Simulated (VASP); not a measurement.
Set up this calculation in VASP 6.6.1, as the native input.

| Property | Result |
| --- | --- |
| Task | atomic charges |
| Functional | SCAN0 |
| Potentials or basis | VASP PAW PBE potentials, release 64 (Ca_sv, H) |
| Cutoff | 520 eV |
| k mesh | 5 × 5 × 3 |
| Occupations | fermi-dirac, width 0.05 eV |
| Spin | no spin polarisation |
| Grid for exact exchange (PRECFOCK) | Normal |
| Exchange at q = 0 | default |
| Further INCAR settings | ALGO = Normal; EDIFF = 1e-06 |

Crystal: CaH.

```
Ca H
1.0
     3.22711    0.00000    0.00000
     0.00000    3.22711    0.00000
     0.00000    0.00000    7.63078
Ca H
2 2
Cartesian
  1.6136 1.6136 0.0000
  1.6136 1.6136 3.8154
  0.0000 0.0000 4.9540
  0.0000 0.0000 2.6768
```

The cell was built by a generator and needn't be a form met in nature.

These files were run (other wordings do the same):

POSCAR

```
CaH
1.0
    3.2271100000      0.0000000000      0.0000000000
    0.0000000000      3.2271100000      0.0000000000
    0.0000000000      0.0000000000      7.6307800000
Ca H
2 2
Direct
    0.5000000000      0.5000000000      0.0000000000
    0.5000000000      0.5000000000      0.5000000000
    0.0000000000      0.0000000000      0.6492100000
    0.0000000000      0.0000000000      0.3507900000
```

INCAR.step1

```
SYSTEM = CaH
PREC = Accurate ; ENCUT = 520
EDIFF = 1E-5 ; ISMEAR = -1
SIGMA = 0.05 ; LREAL = .False.
LASPH = .True. ; NELM = 60
ALGO = Normal ; ISIF = 2
LWAVE = .True. ; LCHARG = .False.
GGA = PE
```

INCAR.step2

```
SYSTEM = CaH
PREC = Accurate ; ENCUT = 520
EDIFF = 1E-6 ; ISMEAR = -1
SIGMA = 0.05 ; LREAL = .False.
LASPH = .True. ; NELM = 60
ALGO = Normal ; ISIF = 2
LWAVE = .False. ; LCHARG = .False.
METAGGA = SCAN ; LHFCALC = .True.
AEXX = 0.25 ; LMIXTAU = .True.
PRECFOCK = Normal ; LORBIT = 11
ISTART = 1
```

KPOINTS

```
regular mesh
0
Gamma
  5 5 3
  0 0 0
```

Potentials or basis: VASP PAW PBE potentials, release 64 (Ca_sv, H).

Launch:

```sh
$ cat potpaw_PBE.64/Ca_sv/POTCAR potpaw_PBE.64/H/POTCAR > POTCAR
$ cp INCAR.step1 INCAR
$ mpirun -np 1 vasp_std > vasp.out
$ cp INCAR.step2 INCAR
$ mpirun -np 1 vasp_std > vasp.out
```

Results of the run:

```yaml
Pressure: 0.2 GPa
Largest_force: 0.125 eV/Å
Band_gap_on_the_k_mesh: 0.72 eV, indirect (least direct gap 1.41 eV)
Valence_electrons_inside_the_program's_atomic_spheres: Ca 8.12, 8.09; H 0.50
```

Caveat: the PAW data sets were made with another functional, which shifts forces and pressure a little; an odd mesh through Γ misses points on the zone boundary, where band edges often lie.

Run time: 16 min on 1 thread of Intel(R) Xeon(R) 6975P-C (Granite Rapids), on a shared host, peak memory 0.21 GiB.
